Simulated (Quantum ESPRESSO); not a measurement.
Here is a Quantum ESPRESSO 7.5 calculation.

Contents of pw.in:

```
&CONTROL
  calculation = 'scf'
  prefix = 'pwscf'
  outdir = './tmp'
  pseudo_dir = './pseudo'
  tprnfor = .true.
  tstress = .true.
  disk_io = 'nowf'
/
&SYSTEM
  ibrav = 0
  nat = 2
  ntyp = 2
  ecutwfc = 70
  nbnd = 14
  occupations = 'smearing'
  smearing = 'fd'
  degauss = 0.00367493
/
&ELECTRONS
  conv_thr = 4d-10
  electron_maxstep = 120
  mixing_beta = 0.5
/
ATOMIC_SPECIES
K     39.0983 K_ONCV_PBE-1.2.upf
Cl    35.4500 Cl_ONCV_PBE-1.2.upf
CELL_PARAMETERS angstrom
   0.0000000000    3.1464700000    3.1464700000
   3.1464700000    0.0000000000    3.1464700000
   3.1464700000    3.1464700000    0.0000000000
ATOMIC_POSITIONS crystal
K      0.0000000000    0.0000000000    0.0000000000
Cl     0.5000000000    0.5000000000    0.5000000000
K_POINTS automatic
5 5 5 0 0 0
```

Potentials or basis: SG15 PBE 1.2.

Command:

```sh
$ OMP_NUM_THREADS=1 mpirun -n 2 pw.x -nk 2 -in pw.in > pw.out
```

**Question.** Predict the pressure.

**Answer.** 0.7 GPa.

**Question.** What does it give for the band gap on the k mesh?

**Answer.** 5.19 eV, direct.

Caveat: this potential file gives levels or pressures that part from those of other sets.

**Experimental background.**

From a printed reference work, monograph, for a bulk crystal of KCl: band gap 8.68 eV.

Measured gap of KCl: 8.68 eV (a printed reference work, monograph). This calculation gives 5.19 eV (-3.49 eV). The value is that of PBE, without temperature or zero-point motion. Semilocal functionals fall short of measured gaps as a rule.
